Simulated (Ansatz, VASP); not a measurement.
CdTe in VASP and in Ansatz

```
Te Cd
1.0
     0.00000    3.20500    3.20500
     3.20500    0.00000    3.20500
     3.20500    3.20500    0.00000
Te Cd
1 1
Direct
  0.75000 0.75000 0.75000
  0.00000 0.00000 0.00000
```

Alike in both runs: functional BLYP; k mesh 7 × 7 × 7; occupations fermi-dirac, width 0.05 eV; no spin polarisation.

|  | VASP | Ansatz |
| --- | --- | --- |
| version | VASP 6.6.1 | Ansatz 0.2.0 |
| potentials or method | VASP PAW PBE potentials, release 64 (Te, Cd) | Ansatz PAW |
| plane-wave cutoff (eV) | 520 | 420 |
| valence electrons in the cell | 18 | 36 |
| task | single point | band structure |

|  | VASP | Ansatz | Ansatz less VASP |
| --- | --- | --- | --- |
| gap on the k mesh at the Fermi level (eV) | 0.82 | 0.78 | -0.040 |
| least direct gap on the mesh (eV) | 0.82 | 0.78 | -0.040 |
| pressure (GPa) | 7.3 | 6.9 | -0.34 |

The functional is the same, so the differences come from potentials, cutoffs and numerics. The two sets of potentials don't hold the same shells in valence.

Caveats: spin-orbit coupling is left out, which moves the levels of the heavy elements; the PAW data sets were made with another functional, which shifts forces and pressure a little (VASP); the PAW data sets come from PBE, with cores solved anew for the run's functional, which leaves a small shift of forces and pressure (Ansatz).
